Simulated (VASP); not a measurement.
KTaO3:

```xyz
5
Lattice="3.9883 0.0000 0.0000 0.0000 3.9883 0.0000 0.0000 0.0000 3.9883" Properties=species:S:1:pos:R:3 pbc="T T T"
K     1.9942    1.9942    1.9942
Ta    0.0000    0.0000    0.0000
O     1.9942    0.0000    0.0000
O     0.0000    1.9942    0.0000
O     0.0000    0.0000    1.9942
```

Base run:

| Item | Value |
| --- | --- |
| Program | VASP 6.6.1 |
| Functional | PBE |
| Potentials or basis | VASP PAW PBE potentials, release 64 (K_sv, Ta_pv, O) |
| Cutoff | 520 eV |
| k mesh | 6 × 6 × 6 |
| Occupations | fermi-dirac, width 0.02 eV |
| Spin | no spin polarisation |

Its results: band gap on the k mesh 2.17 eV, indirect (least direct gap 2.80 eV); pressure 6.1 GPa.

Question: The run is repeated on the same cell with these changes: functional from PBE to r2SCAN; further incar settings from ALGO = Fast; EDIFF = 1e-07 to ALGO = Normal; EDIFF = 1e-07. What comes out?

Answer: Band gap on the k mesh 2.60 eV, indirect (least direct gap 3.25 eV); pressure 1.2 GPa.

Caveats: spin-orbit coupling is left out, which moves the levels of the heavy elements; the PAW data sets were made with another functional, which shifts forces and pressure a little (some runs).

A k mesh can miss the band edges.

Not every run made on this cell is shown here.
